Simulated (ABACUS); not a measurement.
PbS (Galena):

```
Pb S
1.0
     0.00000    2.96575    2.96575
     2.96575    0.00000    2.96575
     2.96575    2.96575    0.00000
Pb S
1 1
Direct
  0.00000 0.00000 0.00000
  0.50000 0.50000 0.50000
```

Base run:

- Program: ABACUS 3.10.1
- Functional: r2SCAN
- Potentials or basis: SG15 ONCV 1.2 PBE
- Cutoff: 1361 eV
- Density cutoff: 5442 eV
- Basis: DZP LCAO (the cutoffs set its grid)
- k mesh: 6 × 6 × 6
- Occupations: fermi-dirac, width 0.05 eV
- Spin: no spin polarisation

Its results: band gap on the k mesh 0.92 eV, direct; pressure 1.3 GPa.

Question: The run is repeated on the same cell with these changes: functional from r2SCAN to SCAN. What comes out?

Answer: Band gap on the k mesh 0.73 eV, direct; pressure 1.3 GPa.

Caveats: the atomic orbitals were generated for these runs and aren't a published set; the potentials were made for another functional, which shifts forces and pressure; spin-orbit coupling is left out, which as a rule narrows the gap of such compounds by several tenths of an eV; the basis of atomic orbitals isn't converged, which shifts pressures, moduli and gaps.

A k mesh can miss the band edges.

Not every run made on this cell is shown here.
